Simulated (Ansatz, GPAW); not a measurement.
# Ballistic transport through an Al chain with two N atoms in line, from relaxation to T(E), part 4 of 4

How well does an Al chain with two N atoms in line conduct once its atoms have relaxed, and how much do cheaper levels lose?

GPAW 26.7.0 and Ansatz 0.2.0; Ansatz plane waves; relaxation of the junction with the lead ends held; PAW set soft_1 (the session's first sound run).

So far, transmission at the Fermi level (one spin): step 3 (plane waves, PBE) 1.13; step 4 (GPAW, dzp, PBE, GPAW) 1.13; step 5 (single-zeta polarised basis, PBE, GPAW) 1.15; step 6 (minimal basis, PBE, GPAW) 1.19; step 7 (LDA in the dzp basis: xc = "LDA") 1.15. Also open channels of the lead at the Fermi level (one spin): 2 in steps 3, 4, 6 and 7.

## (8) Without the relaxation: geometry = "as built"

Level of this step: GPAW LCAO, PAW setups; Landauer transmission from Green's functions with principal layers (ASE), zero bias (GPAW).

The dzp basis with PBE on the structure as first built shows what the relaxation was worth.

Input file run.py:

```python
import json
import numpy as np
from ase import Atoms
from ase.transport.calculators import TransportCalculator
from gpaw import GPAW, FermiDirac
from gpaw.lcao.tools import get_lcao_hamiltonian
from scipy.linalg import eigh

# The junction with lead layers at both ends, along the third cell vector
device = Atoms(
    ['Al', 'Al', 'Al', 'Al', 'Al', 'Al', 'Al', 'N', 'N', 'Al', 'Al', 'Al', 'Al', 'Al', 'Al', 'Al'],
    positions=[
        [4.50000, 4.50000, 1.20000],
        [4.50000, 4.50000, 3.60000],
        [4.50000, 4.50000, 6.00000],
        [4.50000, 4.50000, 8.40000],
        [4.50000, 4.50000, 10.80000],
        [4.50000, 4.50000, 13.20000],
        [4.50000, 4.50000, 15.60000],
        [4.50000, 4.50000, 17.33130],
        [4.50000, 4.50000, 18.65130],
        [4.50000, 4.50000, 20.38260],
        [4.50000, 4.50000, 22.78260],
        [4.50000, 4.50000, 25.18260],
        [4.50000, 4.50000, 27.58260],
        [4.50000, 4.50000, 29.98260],
        [4.50000, 4.50000, 32.38260],
        [4.50000, 4.50000, 34.78260]],
    cell=[[9.0, 0.0, 0.0], [0.0, 9.0, 0.0], [0.0, 0.0, 35.9826]],
    pbc=True)

# One principal layer of the lead: the first 4 atoms of the device
lead = Atoms(
    ['Al', 'Al', 'Al', 'Al'],
    positions=[
        [4.50000, 4.50000, 1.20000],
        [4.50000, 4.50000, 3.60000],
        [4.50000, 4.50000, 6.00000],
        [4.50000, 4.50000, 8.40000]],
    cell=[[9.0, 0.0, 0.0], [0.0, 9.0, 0.0], [0.0, 0.0, 9.6]],
    pbc=True)

settings = dict(mode='lcao', basis='dzp', xc='PBE', h=0.18,
                occupations=FermiDirac(0.1), maxiter=250,
                mixer=dict(beta=0.1, nmaxold=8, weight=100.0),
                convergence=dict(density=0.0001))
energies = np.arange(-2, 2 + 1e-9, 0.025)
eta = 0.0001
n1, n2 = 1, 1
# k and -k transmit alike, so half of the mesh across the current serves
mesh = [(i, j) for i in range(n1) for j in range(n2) if (i, j) <= (-i % n1, -j % n2)]
weights = np.array([1 if (i, j) == (-i % n1, -j % n2) else 2 for i, j in mesh]) / (n1 * n2)

# [... helper functions left out ...]
fermi_lead = ground_state(lead, (1, 1, 12), 'lead.txt')
fermi_device = ground_state(device, (1, 1, 2), 'device.txt')
# [... loop over the mesh left out, but for ...]
        # Shift the lead onto the potential of the device's first layer
        shift = ((H[:, 0, 0] - H0[:, 0, 0]) / S0[0, 0]).real.mean()
# [...]
kT = 8.617333e-5 * 300
bias = [0.1, 0.2, 0.5, 1.0, 1.5, 2.0]
# [... integrals and printing left out ...]
```

The run is started by

```bash
$ OMP_NUM_THREADS=1 OPENBLAS_NUM_THREADS=1 python run.py
```

Numbers of over 12 decimals in the logs are rounded to 6 here.

The program printed:

```text
basis functions: device 208, principal layer 52
Fermi level: lead -3.1259 eV, device -3.1400 eV; lead shifted by -0.0039 eV
largest coupling past the next layer 9.93e-16 eV, largest misfit of the first layer 0.020 eV
  E-E_F (eV)   T (one spin)  channels
    -2.000    1.2679e-02    1.0000
    -1.975    1.2276e-02    1.0000
    -1.950    1.1869e-02    1.0000
[...]
1.975    8.7034e-01    3.0000
     2.000    8.6826e-01    3.0000
conductance at 300 K: 1.5298 G0 a cell; thermopower 1.372 uV/K
current from the zero-bias T(E) at 0.1 V: 11.827 uA
current from the zero-bias T(E) at 0.2 V: 23.502 uA
current from the zero-bias T(E) at 0.5 V: 56.206 uA
current from the zero-bias T(E) at 1.0 V: 89.583 uA
current from the zero-bias T(E) at 1.5 V: 108.17 uA
current from the zero-bias T(E) at 2.0 V: 130.04 uA
```

Wall time 2.2 min (1 thread of Intel Xeon Platinum 8488C (Sapphire Rapids), shared host); peak memory 1.7 GiB.

Numbers from this step:

| Item | Value |
| --- | --- |
| conductance | 1.530 G₀ |
| largest coupling past the next principal layer | 9.93e-16 eV |
| largest misfit of the first principal layer | 0.02004 eV |
| shift that aligns the lead | -0.003899 eV |
| transmission at the Fermi level (one spin) | 1.539 |

The conductance, 1.53 G₀, lies 37 % above that of the dzp run.

## (9) All levels side by side

Times are wall times on the hardware named with each run. The series side by side:

```
no.      run  conductance (G₀)     time  memory (GiB)
  1   pw PBE             1.122     46 s           2.3
  2      dzp             1.118  2.4 min           1.7
  3      szp             1.140  2.5 min           1.7
  4       sz             1.170     97 s           1.5
  5  dzp LDA             1.137  2.4 min           1.7
  6  asbuilt             1.530  2.2 min           1.7
```

## (10) The levels side by side

The curves are compared point by point over the common energies.

This step: comparison of transmission and cost over codes, levels and geometry; PAW set soft_1 (GPAW 26.7.0).

Ladder, by row:

```
   step    code  T at the Fermi level (sum over the listed spins)  conductance (G0)  r.m.s. T(E) from the first  wall time (s)  peak memory (GiB)  threads
 pw-pbe  Ansatz                                             1.127             1.122                           0          46.37              2.318        4
    dzp    GPAW                                             1.126             1.118                      0.0358          146.6               1.73        1
    szp    GPAW                                             1.155              1.14                     0.09841          152.2                1.7        1
     sz    GPAW                                             1.185              1.17                      0.1017          96.74               1.53        1
dzp-LDA    GPAW                                             1.147             1.137                     0.05452            142               1.72        1
asbuilt    GPAW                                             1.539              1.53                      0.3217          129.1               1.73        1
```

Table of transmission, zone mean, sum over the listed spins by energy, zero at the Fermi level:

```
energy (eV)  pw-pbe      dzp      szp       sz  dzp-LDA  asbuilt
     -2.000   0.151    0.163    0.147    0.136    0.170   0.0127
     -1.800   0.100    0.107   0.0856   0.0319    0.114  0.00934
     -1.600  0.0505   0.0523   0.0363  2.1e-10   0.0563  0.00576
     -1.400  0.0189   0.0168  0.00426  1.5e-11   0.0185  0.00196
     -1.200       0  6.2e-10  1.6e-10  1.0e-11  8.1e-10  2.0e-11
     -1.000       0  2.2e-10  1.6e-10  5.1e-11  2.5e-10  2.7e-12
     -0.800       0   1.4e-8   3.0e-9  2.0e-10   2.6e-8  1.9e-12
     -0.600       0  5.2e-10  5.5e-10  3.6e-10  6.2e-10   3.1e-9
     -0.400       0   2.6e-8  7.6e-10   1.0e-7   2.3e-8   0.0580
     -0.300   0.886     1.06    0.837     1.10     1.08     1.19
     -0.275    1.13     1.05     1.12    0.916     1.01     1.27
     -0.200   0.832    0.756    0.725    0.708    0.732     1.42
      0.000    1.13     1.13     1.15     1.19     1.15     1.54
      0.150    1.34     1.33     1.30     1.32     1.34     1.42
      0.200    1.36     1.35     1.29     1.30     1.35     1.35
      0.400    1.23     1.25     1.07     1.04     1.17     1.12
      0.600    1.20     1.21     1.03    0.997     1.13    0.966
      0.800    1.26     1.26     1.09     1.23     1.16    0.882
      1.000    1.39     1.35     1.21     1.36     1.31     1.53
      1.200    1.50     1.46     1.28     1.44     1.41     1.11
      1.300    1.51     1.49     1.32     1.47     1.44     1.03
      1.400    1.49     1.51     1.36     1.50     1.47    0.984
      1.600    1.43     1.49     1.41     1.54     1.48    0.924
      1.800    1.44     1.48     1.43     1.54     1.47    0.889
      2.000    1.45     1.52     1.46     1.53     1.51    0.868
```

## (11) A varied run

One more run, with changed settings.

This step: GPAW LCAO, PAW setups; Landauer transmission from Green's functions with principal layers (ASE), zero bias (GPAW 26.7.0).

run.py: that of step 8 with these lines changed.

```diff
@@ -17,8 +17,8 @@
         [4.50000, 4.50000, 10.80000],
-        [4.50000, 4.50000, 13.20000],
-        [4.50000, 4.50000, 15.60000],
-        [4.50000, 4.50000, 17.33130],
-        [4.50000, 4.50000, 18.65130],
-        [4.50000, 4.50000, 20.38260],
-        [4.50000, 4.50000, 22.78260],
+        [4.10782, 3.69929, 13.31016],
+        [4.68977, 4.85142, 15.65694],
+        [4.39341, 4.28777, 17.38998],
+        [4.39335, 4.28396, 18.59717],
+        [4.66021, 4.84757, 20.33428],
+        [4.09920, 3.68265, 22.67930],
         [4.50000, 4.50000, 25.18260],
@@ -43,3 +43,3 @@
 settings = dict(mode='lcao', basis='dzp', xc='PBE', h=0.18,
-                occupations=FermiDirac(0.1), maxiter=250,
+                occupations=FermiDirac(0.1), maxiter=75,
                 mixer=dict(beta=0.1, nmaxold=8, weight=100.0),
@@ -47,3 +47,3 @@
 energies = np.arange(-2, 2 + 1e-9, 0.025)
-eta = 0.0001
+eta = 0.2
 n1, n2 = 1, 1
```

The program printed:

```text
basis functions: device 208, principal layer 52
Fermi level: lead -3.1259 eV, device -3.0522 eV; lead shifted by 0.0117 eV
largest coupling past the next layer 9.93e-16 eV, largest misfit of the first layer 0.042 eV
  E-E_F (eV)   T (one spin)  channels
    -2.000    1.0326e-02    1.0000
    -1.975    9.9984e-03    1.0000
    -1.950    9.6444e-03    1.0000
    -1.925    9.2670e-03    1.0000
    -1.900    8.8701e-03    1.0000
    -1.875    8.4575e-03    1.0000
    -1.850    8.0330e-03    1.0000
    -1.825    7.6004e-03    1.0000
    -1.800    7.1633e-03    1.0000
    -1.775    6.7250e-03    1.0000
    -1.750    6.2887e-03    1.0000
    -1.725    5.8572e-03    1.0000
    -1.700    5.4330e-03    1.0000
    -1.675    5.0181e-03    1.0000
    -1.650    4.6143e-03    1.0000
    -1.625    4.2232e-03    1.0000
[...]
1.825    1.1299e-01    3.0000
     1.850    1.1466e-01    3.0000
     1.875    1.1632e-01    3.0000
     1.900    1.1796e-01    3.0000
     1.925    1.1958e-01    3.0000
     1.950    1.2117e-01    3.0000
     1.975    1.2272e-01    3.0000
     2.000    1.2423e-01    3.0000
conductance at 300 K: 0.0041389 G0 a cell; thermopower -47.88 uV/K
current from the zero-bias T(E) at 0.1 V: 0.032387 uA
current from the zero-bias T(E) at 0.2 V: 0.066662 uA
current from the zero-bias T(E) at 0.5 V: 0.19715 uA
current from the zero-bias T(E) at 1.0 V: 0.56347 uA
current from the zero-bias T(E) at 1.5 V: 1.1598 uA
current from the zero-bias T(E) at 2.0 V: 2.0432 uA
```

The job ended after 2.3 min (1 thread; peak memory 1.7 GiB).

The run finished. A setting was moved off its sound value on purpose, so it serves as a test and not as the result.

The fault put into the input: a broadening of tenths of an eV (eta = 0.2).

Side by side:

```
                                           quantity   this run  sound run  difference
                                   conductance (G₀)  0.0041389     1.1184       -1.11
                                 thermopower (μV/K)    -47.878    -12.599       -35.3
largest coupling past the next principal layer (eV)  9.930e-16  1.196e-15    -2.0e-16
   largest misfit of the first principal layer (eV)   0.041505   0.041505    -1.2e-14
                    shift that aligns the lead (eV)   0.011730   0.011730    -2.7e-12
         transmission at the Fermi level (one spin)  0.0040332     1.1262       -1.12
```

The two runs differ clearly in the transmission at the Fermi level (one spin): 0.00403 against 1.13.

## (12) What came out

```
conductance                                        : 1.12 G₀
transmission at the Fermi level, mean of the spins : 1.13
thermopower                                        : -12.6 μV/K
open channels of the lead there                    : 2
```

**Reading.** In the dzp basis the junction conducts 1.12 G₀ at 300 K, with T = 1.13 a spin at the Fermi level; the sz basis reaches that conductance within 10 %. Relaxation moved atoms by up to 0.92 Å and took the conductance from 1.53 to 1.12 G₀, as a ratio a larger change than the step from dzp to the minimal basis. Plane waves (PBE) give T = 1.13 there. The scatterer reflects about 44 % of the incoming channels at the Fermi level. At the Fermi level two eigenchannels carry the current (0.76 and 0.37). The negative thermopower says that the thermally weighted transmission is larger above the Fermi level, as for electron-like transport. Measured against the first run (pw-pbe), the nearest curve is that of dzp (r.m.s. 0.036) and the farthest that of asbuilt (0.32). Over the compared runs wall time goes from 46 s (pw-pbe) to 152 s (szp), on a shared host; the plane-wave run used 4 threads and the orbital runs 1. The leads kept an estimated spacing and the cell its length, so the junction may be under some tension or compression. An evenly spaced straight chain is an idealisation: free chains tend to dimerise, zigzag or, where a band edge lies near the Fermi level, turn magnetic. The currents use the zero-bias T(E) throughout, which holds only while the bias is small against the distance to the nearest feature.

[Logs are printed without paths, hosts, clocks, repeated set-up lines and the standing remarks that a program may print on its own settings, such as how far it seeks lower states.]

[Hosts, paths, dates, database ids (printed as entryN), source tags and the programs' standing remarks are cut or masked in the printed files.]
